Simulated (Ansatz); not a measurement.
# Al2O3: the cost of one run

Method: DFT PBE, scalar-relativistic, plane waves, PAW, in Ansatz 0.2.0.

2 further runs of the same task are left out: 2 set aside as unsound or not needed.

**1. The structure to begin with**

The cell holds 25 atoms (Al10O15): a = 6.180 Å, b = 6.550 Å, c = 6.817 Å, α = 96.24°, β = 86.56°, γ = 89.37°.

It is the last frame of an earlier stage of the same melt, run at 300 K.

As a file:

```cif
data_structure
_symmetry_space_group_name_H-M 'P 1'
_symmetry_Int_Tables_number 1
_cell_length_a 6.1799
_cell_length_b 6.5499
_cell_length_c 6.8169
_cell_angle_alpha 96.245
_cell_angle_beta 86.561
_cell_angle_gamma 89.374
_cell_volume 273.76
loop_
_atom_site_label
_atom_site_type_symbol
_atom_site_fract_x
_atom_site_fract_y
_atom_site_fract_z
_atom_site_occupancy
Al1 Al 0.36787 0.22751 0.12679 1
Al2 Al 0.37244 0.86633 0.34022 1
Al3 Al 0.89115 0.90979 0.36127 1
Al4 Al 0.80180 0.88154 0.98455 1
Al5 Al 0.61631 0.59313 0.54629 1
Al6 Al 0.85291 0.34096 0.16722 1
Al7 Al 0.15533 0.15403 0.70488 1
Al8 Al 0.23318 0.59642 0.00342 1
Al9 Al 0.62388 0.22761 0.80137 1
Al10 Al 0.06314 0.62155 0.59036 1
O1 O 0.33141 0.62428 0.46571 1
O2 O 0.15410 0.45226 0.76401 1
O3 O 0.43902 0.77570 0.07855 1
O4 O 0.62734 0.85499 0.46479 1
O5 O 0.37034 0.10750 0.86468 1
O6 O 0.31068 0.11921 0.34740 1
O7 O 0.13416 0.38853 0.12757 1
O8 O 0.58202 0.33431 0.59419 1
O9 O 0.59087 0.37787 0.05900 1
O10 O 0.07461 0.92215 0.54899 1
O11 O 0.81276 0.08053 0.19833 1
O12 O 0.86617 0.52854 0.39775 1
O13 O 0.00263 0.76322 0.10839 1
O14 O 0.79174 0.69366 0.76301 1
O15 O 0.86904 0.11435 0.84346 1
```

**2. Relaxation without symmetry, coarse mesh**

A cheap relaxation: coarse mesh, no symmetry, loose thresholds.

input.yaml reads:

```yaml
crystal:
  lattice:
    - [6.176618, 0.040383, 0.195782]
    - [0.040383, 6.539663, -0.364567]
    - [0.195782, -0.364567, 6.804297]
  atoms:
    - { symbol: Al, position: [0.367873817, 0.2275083683, 0.1267860353] }
    - { symbol: Al, position: [0.3724385352, 0.8663310492, 0.3402161489] }
    - { symbol: Al, position: [0.8911509921, 0.9097931085, 0.36126794] }
    - { symbol: Al, position: [0.801800042, 0.8815377946, 0.9845464605] }
    - { symbol: Al, position: [0.6163051479, 0.5931318016, 0.5462898483] }
    - { symbol: Al, position: [0.8529115006, 0.3409632826, 0.1672162] }
    - { symbol: Al, position: [0.1553316734, 0.1540311339, 0.7048769125] }
    - { symbol: Al, position: [0.2331826616, 0.5964186456, 0.0034229625] }
    - { symbol: Al, position: [0.6238819747, 0.2276093138, 0.8013737009] }
    - { symbol: Al, position: [0.0631442745, 0.6215486213, 0.5903648829] }
    - { symbol: O, position: [0.3314051936, 0.6242760149, 0.4657098495] }
    - { symbol: O, position: [0.1541045532, 0.4522591241, 0.7640138928] }
    - { symbol: O, position: [0.4390166953, 0.7756968888, 0.0785469068] }
    - { symbol: O, position: [0.6273409304, 0.8549931129, 0.4647884536] }
    - { symbol: O, position: [0.3703368915, 0.1074973772, 0.8646797254] }
    - { symbol: O, position: [0.31068356, 0.1192118257, 0.3474013982] }
    - { symbol: O, position: [0.1341592003, 0.3885263427, 0.1275727489] }
    - { symbol: O, position: [0.5820196922, 0.3343110308, 0.5941854546] }
    - { symbol: O, position: [0.5908713762, 0.3778706654, 0.0590027314] }
    - { symbol: O, position: [0.074611824, 0.9221484643, 0.5489883692] }
    - { symbol: O, position: [0.8127630763, 0.0805318941, 0.1983290672] }
    - { symbol: O, position: [0.8661733919, 0.5285370219, 0.3977491988] }
    - { symbol: O, position: [0.0026319166, 0.7632208324, 0.1083907316] }
    - { symbol: O, position: [0.7917439441, 0.6936550925, 0.7630050317] }
    - { symbol: O, position: [0.8690390221, 0.1143481223, 0.8434627838] }
  symmetry: { detect: false }
basis:
  ecutwfc: 420
kpoints:
  mp_grid: { grid: [1, 1, 1], shift: [0.25, 0.25, 0.25] }
hamiltonian:
  xc: pbe
scf:
  occupations: { method: gaussian, width: 0.1 }
  lower_state_search: "off"
output:
  forces: true
  stress: true
  eigenvalues: true
relax:
  adjacent_minimum: "off"
  f_tol: 0.04
  max_steps: 70
  cell: { stress_tol: 0.3 }
```

Command:

```console
$ ansatz run input.yaml --threads 2 --pin off --max-ram 5120MiB --backend cpu --events-out ev --progress --plain --runs-dir out
```

Q: Estimate wall time and peak memory on 2 threads of AMD EPYC 7R43 (Zen 3), shared host.

About 26 s, with a peak of 0.5 GiB.
